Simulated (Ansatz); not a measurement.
## WS2: equation of state with r2SCAN

The system is WS2.

```
CELL_PARAMETERS angstrom
1.57900 0.91164 6.16333
-1.57900 0.91164 6.16333
0.00000 -1.82327 6.16333
ATOMIC_POSITIONS crystal
W 0.00000 0.00000 0.00000
S 0.58100 0.58100 0.58100
S 0.75030 0.75030 0.75030
```

Measurements of this composition are mostly on another form, of space group No. 194.

```yaml
Program: Ansatz 0.2.0
Task: equation of state
Functional: r2SCAN
Potentials_or_basis: Ansatz PAW
Cutoff: 500 eV
Density_cutoff: 2000 eV
k_mesh: 10 × 10 × 10
Occupations: fermi-dirac, width 0.05 eV
Spin: no spin polarisation
```

```yaml
Equilibrium_volume: 18.01 Å³/atom
Bulk_modulus_at_fixed_shape_and_positions: 167 GPa
Pressure_derivative_of_the_bulk_modulus: 4.3
```

Energy against volume, from the lowest point:
| volume (Å³/atom) | energy (meV/atom) |
| --- | --- |
| 16.679 | 58.51 |
| 17.034 | 30.23 |
| 17.389 | 11.68 |
| 17.744 | 1.89 |
| 18.099 | 0.00 |
| 18.454 | 5.20 |
| 18.809 | 16.79 |

All runs of the series together: 28 s on 2 threads of AMD EPYC 9R45 96-Core Processor (Zen 5), on a shared host.

Caveat: the cell was scaled at fixed shape and fractional positions, which overstates the stiffness of a crystal with free parameters, most of all of layers and chains; the PAW data sets were made with another functional, which shifts forces and pressure a little. The run has no spin-orbit coupling, so splittings on W are missing.
